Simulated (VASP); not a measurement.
# NaI (Fm-3m) in VASP: notebook

One crystal, NaI, is run at these levels: PBE; tasks: single point.

Everything below comes from runs of VASP 6.6.1. Logs are shortened: lines on timing, memory, paths and dates and some standing lists are left out, and cuts for length are marked.

## 1. The crystal as given

It takes space group Fm-3m (No. 225, cubic). The conventional cell has a = 6.473 Å, b = 6.473 Å, c = 6.473 Å, α = 90.00°, β = 90.00°, γ = 90.00°. Around I (site symmetry m-3m) lie 6 Na at 3.24 Å. Na (site symmetry m-3m) has 6 I at 3.24 Å as nearest neighbours.

## 2. Single point, PBE

Input file INCAR:

```
SYSTEM = NaI
PREC = Accurate ; ENCUT = 350
EDIFF = 1E-6 ; ISMEAR = 0
SIGMA = 0.05 ; LREAL = .FALSE.
LASPH = .TRUE. ; NELM = 100
ALGO = Normal ; ISIF = 2
LWAVE = .FALSE. ; LCHARG = .FALSE.
GGA = PE ; NBANDS = 14
ADDGRID = .FALSE.
```

Input file KPOINTS:

```
Automatic mesh
0
G
  2 2 2
  0 0 0
```

Input file POSCAR:

```
NaI
1.0
    0.0000000000      3.2364000000      3.2364000000
    3.2364000000      0.0000000000      3.2364000000
    3.2364000000      3.2364000000      0.0000000000
I Na
1 1
Direct
    0.5000000000      0.5000000000      0.5000000000
    0.0000000000      0.0000000000      0.0000000000
```

Potentials or basis: VASP PAW PBE potentials, release 64 (I, Na_pv).

Run with:

```console
> cat potpaw_PBE.64/I/POTCAR potpaw_PBE.64/Na_pv/POTCAR > POTCAR
> mpirun -np 1 vasp_std > vasp.out
```

OUTCAR:

```text
SYSTEM = NaI
   PREC = Accurate
   ENCUT = 350
   EDIFF = 1E-6
   ISMEAR = 0
   LREAL = .FALSE.
   LASPH = .TRUE.
   NELM = 100
   ISIF = 2
   GGA = PE

 Found      3 irreducible k-points:

 Following reciprocal coordinates:
            Coordinates               Weight
  0.000000  0.000000  0.000000      1.000000
  0.500000  0.000000  0.000000      4.000000
  0.500000  0.500000  0.000000      3.000000
   k-points           NKPTS =      3   k-points in BZ     NKDIM =      3   number of bands    NBANDS=     14
   number of dos      NEDOS =    301   number of ions     NIONS =      2
   total plane-waves  NPLWV =  21952
   dimension x,y,z NGX =    28 NGY =   28 NGZ =   28
   dimension x,y,z NGXF=    56 NGYF=   56 NGZF=   56
   ions per type =               1   1
   NGX,Y,Z   is equivalent  to a cutoff of  10.17, 10.17, 10.17 a.u.
   NGXF,Y,Z  is equivalent  to a cutoff of  20.34, 20.34, 20.34 a.u.
 SYSTEM =  NaI
   PREC   = accura    normal or accurate (medium, high low for compatibility)
   ISTART =      0    job   : 0-new  1-cont  2-samecut
   ICHARG =      2    charge: 1-file 2-atom 10-const
   ISPIN  =      1    spin polarized calculation?
   LNONCOLLINEAR =      F non collinear calculations
   LSORBIT =      F    spin-orbit coupling
   LASPH  =      T    aspherical Exc in radial PAW
   ENCUT  =  350.0 eV  25.72 Ry    5.07 a.u.   6.98  6.98  6.98*2*pi/ulx,y,z
   NELM   =    100;   NELMIN=  2; NELMDL= -5     # of ELM steps
   EDIFF  = 0.1E-05   stopping-criterion for ELM
   LREAL  =      F    real-space projection
   EDIFFG = 0.1E-04   stopping-criterion for IOM
   NSW    =      0    number of steps for IOM
   IBRION =     -1    ionic relax: 0-MD 1-quasi-New 2-CG
   NFREE  =      0    steps in history (QN), initial steepest desc. (CG)
   ISIF   =      2    stress and relaxation
   ISYM   =      2    0-nonsym 1-usesym 2-fastsym
   POTIM  = 0.5000    time-step for ionic-motion
   TEBEG  =    0.0;   TEEND  =   0.0 temperature during run
   PSTRESS=    0.0 pullay stress
   NELECT =      14.0000    total number of electrons
   NUPDOWN=      -1.0000    fix difference up-down
   EMIN   =  10.00;   EMAX   =-10.00  energy-range for DOS
   EFERMI =   0.00;   METHOD = LEGACY
   ISMEAR =     0;   SIGMA  =   0.05  broadening in eV -4-tet -1-fermi 0-gaus
   EFERMI_NEDOS =   21; number of points for ismear=-14 and -15
   IALGO  =     38    algorithm
   IMIX   =      4    mixing-type and parameters
     AMIX     =   0.40;   BMIX     =  1.00
     AMIX_MAG =   1.60;   BMIX_MAG =  1.00
  volume/ion in A,a.u.               =      33.90       228.76
  Fermi-wavevector in a.u.,A,eV,Ry     =   0.967636  1.828567 12.739397  0.936319
  Thomas-Fermi vector in A             =   2.097538
   LORBIT       =      0    0 simple, 1 ext, 2 COOP (PROOUT), +10 PAW based schemes
   GGA     = PE    functional components
   LHFCALC =     F    Hartree Fock is set to
   AEXX    =    0.0000 exact exchange contribution
   IVDW    =     0    specifies the selected vdW correction
   LEPSILON=     F    determine dielectric tensor
   LRPA    =     F    only Hartree local field effects (RPA)
 non-spin polarized calculation
 Gauss-broadening in eV      SIGMA  =   0.05
  energy-cutoff  :      350.00
  volume of cell :       67.80
 maximum number of plane-waves:      1008
 NGX is ok and might be reduce to    28
   NGX = 13   NGY = 13   NGZ = 13

 number of electron      13.9999978 magnetization

 Free energy of the ion-electron system (eV)
  ---------------------------------------------------
  ext. energy  EPLUGINS =         0.00000000
  ---------------------------------------------------
  free energy    TOTEN  =        -4.96577140 eV

  energy without entropy =       -4.96577140  energy(sigma->0) =       -4.96577140

 E-fermi :   1.2262     XC(G=0):  -7.6202

 val. band max:        0.9842713468   @ k =   0.0000   0.0000   0.0000
 cond. band min:       4.5547226994   @ k =   0.0000   0.0000   0.0000
 fundamental gap:      3.5704513525
 Fermi energy:         1.2262258679

 k-point     1 :       0.0000    0.0000    0.0000
  band No.  band energies     occupation
      1     -21.7527      2.00000
      2     -21.7527      2.00000
      3     -21.7527      2.00000
      4      -9.9891      2.00000
      5       0.9843      2.00000
      6       0.9843      2.00000
      7       0.9843      2.00000
      8       4.5547      0.00000
      9       8.8262      0.00000
     10       8.8262      0.00000
     11       8.8262      0.00000
     12      10.6335      0.00000
     13      10.6335      0.00000
     14      11.3818      0.00000

 k-point     2 :       0.5000    0.0000    0.0000
  band No.  band energies     occupation
      1     -21.7580      2.00000
      2     -21.7532      2.00000
      3     -21.7532      2.00000
      4      -9.6661      2.00000
      5      -1.2382      2.00000
      6       0.6980      2.00000
      7       0.6980      2.00000
      8       6.0113      0.00000
      9       8.3201      0.00000
     10       8.3201      0.00000
     11       9.6248      0.00000
     12      11.2429      0.00000
     13      13.1636      0.00000
     14      13.1636      0.00000

 k-point     3 :       0.5000    0.5000    0.0000
  band No.  band energies     occupation
      1     -21.7567      2.00000
      2     -21.7544      2.00000
      3     -21.7544      2.00000
      4      -9.5866      2.00000
      5      -0.9495      2.00000
      6       0.2247      2.00000
      7       0.2247      2.00000
      8       5.3454      0.00000
      9       6.4687      0.00000
     10      10.8575      0.00000
     11      12.2092      0.00000
     12      12.2092      0.00000
     13      12.4560      0.00000
     14      14.1408      0.00000

------------------------ aborting loop because EDIFF is reached ----------------------------------------

  FORCE on cell =-STRESS in cart. coord.  units (eV):
  Direction    XX          YY          ZZ          XY          YZ          ZX
  --------------------------------------------------------------------------------------
  -------------------------------------------------------------------------------------
  Total        1.1119076      1.1119076      1.1119076     -0.0000000     -0.0000000      0.0000000
  in kB       26.2762091     26.2762091     26.2762091     -0.0000000     -0.0000000      0.0000000
  external PRESSURE =      26.2762091 kB  Pullay stress =       0.0000000 kB

 VOLUME and BASIS-vectors are now :
 -----------------------------------------------------------------------------
  energy-cutoff  :      350.00
  volume of cell :       67.80
      direct lattice vectors                 reciprocal lattice vectors
     0.000000000  3.236400000  3.236400000    -0.154492646  0.154492646  0.154492646
     3.236400000  0.000000000  3.236400000     0.154492646 -0.154492646  0.154492646
     3.236400000  3.236400000  0.000000000     0.154492646  0.154492646 -0.154492646

 POSITION                                       TOTAL-FORCE (eV/Angst)
 -----------------------------------------------------------------------------------
      3.23640      3.23640      3.23640         0.000000      0.000000      0.000000
      0.00000      0.00000      0.00000        -0.000000     -0.000000     -0.000000
 -----------------------------------------------------------------------------------
    total drift:                                0.000000      0.000000      0.000000

  FREE ENERGIE OF THE ION-ELECTRON SYSTEM (eV)
  ---------------------------------------------------
  free  energy   TOTEN  =        -4.9657713994 eV

  energy  without entropy=       -4.9657713994  energy(sigma->0) =       -4.96577140
```

Wall time 5.6 s (1 thread of Intel Xeon Platinum 8488C (Sapphire Rapids), shared host); peak memory 0.14 GiB.

These settings aren't checked as converged: the numbers below hold their error.

Results:

```yaml
Free_energy: -4.9658 eV
Pressure: 2.6 GPa
Band_gap_on_the_k_mesh: 3.57 eV, direct
```

Caveat: the k mesh is coarse (spacing up to 0.84 Å⁻¹), so the values aren't converged; spin-orbit coupling is left out, which moves the levels of the heavy elements.

## 3. Single point, PBE

Edit INCAR of step 2 so:

```diff
@@ -1,3 +1,3 @@
 SYSTEM = NaI
-PREC = Accurate ; ENCUT = 350
+PREC = Accurate ; ENCUT = 450
 EDIFF = 1E-6 ; ISMEAR = 0
```

KPOINTS is that of step 2.

POSCAR is that of step 2.

Potentials or basis: VASP PAW PBE potentials, release 64 (I, Na_pv).

Run with:

```console
> cat potpaw_PBE.64/I/POTCAR potpaw_PBE.64/Na_pv/POTCAR > POTCAR
> mpirun -np 1 vasp_std > vasp.out
```

Run time: 6.4 s. Hardware: 1 thread of Intel Xeon Platinum 8488C (Sapphire Rapids), shared host; peak memory 0.16 GiB.

These settings aren't checked as converged: the numbers below hold their error.

Results:

```yaml
Free_energy: -4.9660 eV
Pressure: 2.6 GPa
Band_gap_on_the_k_mesh: 3.57 eV, direct
```

Caveat: the k mesh is coarse (spacing up to 0.84 Å⁻¹), so the values aren't converged; spin-orbit coupling is left out, which moves the levels of the heavy elements.

## 4. Single point, PBE

Edit INCAR of step 3 so:

```diff
@@ -1,3 +1,3 @@
 SYSTEM = NaI
-PREC = Accurate ; ENCUT = 450
+PREC = Accurate ; ENCUT = 550
 EDIFF = 1E-6 ; ISMEAR = 0
```

KPOINTS is that of step 3.

POSCAR is that of step 3.

Run with:

```console
> cat potpaw_PBE.64/I/POTCAR potpaw_PBE.64/Na_pv/POTCAR > POTCAR
> mpirun -np 1 vasp_std > vasp.out
```

Run time: 7.4 s. Hardware: 1 thread of Intel Xeon Platinum 8488C (Sapphire Rapids), shared host; peak memory 0.19 GiB.

The run converged, but some of its settings lie outside the range that counts as converged, so its numbers aren't taken as properties of the crystal.

What came out:

- Free energy: -4.9663 eV
- Pressure: 2.7 GPa
- Band gap on the k mesh: 3.57 eV, direct

Caveat: the k mesh is coarse (spacing up to 0.84 Å⁻¹), so the values aren't converged; spin-orbit coupling is left out, which moves the levels of the heavy elements.

## 5. Single point, PBE

Edit INCAR of step 4 so:

```diff
@@ -1,3 +1,3 @@
 SYSTEM = NaI
-PREC = Accurate ; ENCUT = 550
+PREC = Accurate ; ENCUT = 250
 EDIFF = 1E-6 ; ISMEAR = 0
```

Input file KPOINTS:

```
Automatic mesh
0
G
  3 3 3
  0 0 0
```

POSCAR is that of step 4.

Run with:

```console
> cat potpaw_PBE.64/I/POTCAR potpaw_PBE.64/Na_pv/POTCAR > POTCAR
> mpirun -np 1 vasp_std > vasp.out
```

It took 5.7 s on 1 thread of Intel Xeon Platinum 8488C (Sapphire Rapids), shared host; peak memory 0.13 GiB.

The run converged, but a check on its numbers failed (symmetry, net force, bounds or a known fault of this set-up), so they aren't taken as properties of the crystal.

Caveat: the k mesh is coarse (spacing up to 0.56 Å⁻¹), so the values aren't converged; the cutoff lies under the usual one of these potentials, so the numbers hold a large basis-set error; spin-orbit coupling is left out, which moves the levels of the heavy elements.

## 6. Single point, PBE

Edit INCAR of step 5 so:

```diff
@@ -1,3 +1,3 @@
 SYSTEM = NaI
-PREC = Accurate ; ENCUT = 250
+PREC = Accurate ; ENCUT = 300
 EDIFF = 1E-6 ; ISMEAR = 0
```

KPOINTS is that of step 5.

POSCAR is that of step 5.

Potentials or basis: VASP PAW PBE potentials, release 64 (I, Na_pv).

Run with:

```console
> cat potpaw_PBE.64/I/POTCAR potpaw_PBE.64/Na_pv/POTCAR > POTCAR
> mpirun -np 1 vasp_std > vasp.out
```

Run time: 6.5 s. Hardware: 1 thread of Intel Xeon Platinum 8488C (Sapphire Rapids), shared host; peak memory 0.14 GiB.

These settings aren't checked as converged: the numbers below hold their error.

What came out:

```yaml
Free_energy: -5.3424 eV
Pressure: 0.7 GPa
Band_gap_on_the_k_mesh: 3.63 eV, direct
```

Caveat: the k mesh is coarse (spacing up to 0.56 Å⁻¹), so the values aren't converged; the cutoff is under 1.25 times the usual one of these potentials, so pressure, stress and relaxed cells hold a basis-set (Pulay) error; spin-orbit coupling is left out, which moves the levels of the heavy elements.

## 7. The reference run

An earlier run on the cell as given: functional PBE; potentials or basis VASP PAW PBE potentials, release 64 (I, Na_pv); cutoff 520 eV; k mesh 7 × 7 × 7; occupations fermi-dirac, width 0.05 eV; no spin polarisation.

* Pressure: 0.4 GPa
* Band gap on the k mesh: 3.64 eV, direct
